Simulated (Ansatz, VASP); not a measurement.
## Two plane-wave programs on Sn

```
CELL_PARAMETERS angstrom
-1.89465 1.89465 1.89465
1.89465 -1.89465 1.89465
1.89465 1.89465 -1.89465
ATOMIC_POSITIONS crystal
Sn 0.00000 0.00000 0.00000
```

This isn't the form of Sn at room conditions, which is tetragonal (white tin).

Alike in both runs: task relaxation of cell and atoms; functional BLYP; k mesh 10 × 10 × 10; occupations fermi-dirac, width 0.05 eV; no spin polarisation.

```csv
,VASP,Ansatz
version,VASP 6.6.1,Ansatz 0.2.0
potentials or method,"VASP PAW PBE potentials, release 64 (Sn_d)",Ansatz PAW
plane-wave cutoff (eV),600,420
valence electrons in the cell,14,14
```

Ansatz gave:

- gap on the k mesh at the Fermi level, each at its own relaxed structure (eV): none
- relaxed volume (Å³/atom): 30.80
- relaxed cell length with the largest relative difference (Å): 3.420
- energy change over the relaxation (meV/atom): -54

Question: Which values does VASP return?

Answer: gap on the k mesh at the Fermi level, each at its own relaxed structure (eV): none; relaxed volume (Å³/atom): 30.77; relaxed cell length with the largest relative difference (Å): 3.419; energy change over the relaxation (meV/atom): -55.

A gap of «none» marks a metal or a gap that the smearing closes.

Caveats: the PAW data sets were made with another functional, which shifts forces and pressure a little (VASP); the plane-wave basis is chosen anew once the cell has moved, so the energies of steps on either side of that aren't comparable (Ansatz); the PAW data sets come from PBE, with cores solved anew for the run's functional, which leaves a small shift of forces and pressure (Ansatz).
